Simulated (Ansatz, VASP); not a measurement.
# One calculation of ZnS, two programs

```
Zn S
1.0
     3.84556    0.00000    0.00000
    -1.92278    3.33035    0.00000
     0.00000    0.00000    6.30372
Zn S
2 2
Direct
  0.32616 0.68627 0.00520
  0.67384 0.31373 0.50520
  0.33913 0.65082 0.37980
  0.66087 0.34918 0.87980
```

Change from the starting cell: mode 4 frozen in at -0.065 Å and mode 5 at +0.065 Å (largest displacements).

Alike in both runs: task single point; functional PBE; k mesh 9 × 9 × 4; occupations gaussian, width 0.05 eV; no spin polarisation.

```csv
,VASP,Ansatz
version,VASP 6.6.1,Ansatz 0.2.0
potentials or method,"VASP PAW PBE potentials, release 64 (Zn, S)","scalar-relativistic, plane waves, PAW"
plane-wave cutoff (eV),520,520
valence electrons in the cell,36,36
```

```tsv
	VASP	Ansatz	Ansatz less VASP
gap on the k mesh at the Fermi level (eV)	2.05	2.05	-0.002
least direct gap on the mesh (eV)	2.05	2.05	-0.002
pressure (GPa)	0.1	-0.1	-0.15
largest component of the traceless stress (GPa)	0.17	0.16	-0.004
rms of the force components (eV/Å)	0.049	0.049	+0.0004
```

Atom by atom the forces differ by 0.001 eV/Å (rms over components). The functional is the same, so the differences come from potentials, cutoffs and numerics.
